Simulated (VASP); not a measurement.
BN, a slab with vacuum:

```
B N
1.0
     2.50762    0.00000    0.00000
    -1.25381    2.17166    0.00000
     0.00000    0.00000   21.31785
B N
2 2
Cartesian
  1.2538 0.7239 8.9846
  0.0000 1.4478 12.3333
  0.0000 1.4478 8.9833
  1.2538 0.7239 12.3346
```

Base run:

* Program: VASP 6.6.1
* Functional: PBE0
* Potentials or basis: VASP PAW PBE potentials, release 64 (B, N)
* Cutoff: 520 eV
* k mesh: 9 × 9 × 1
* Occupations: gaussian, width 0.03 eV
* Spin: no spin polarisation

Its results: band gap on the k mesh 6.45 eV, indirect (least direct gap 6.89 eV); largest force 0.036 eV/Å.

Task: The run is repeated on the same cell with these changes: functional from PBE0 to HSE06. What comes out?

Result: Band gap on the k mesh 5.85 eV, indirect (least direct gap 6.15 eV); largest force 0.039 eV/Å.

Caveats: the PAW data sets were made with another functional, which shifts forces and pressure a little.
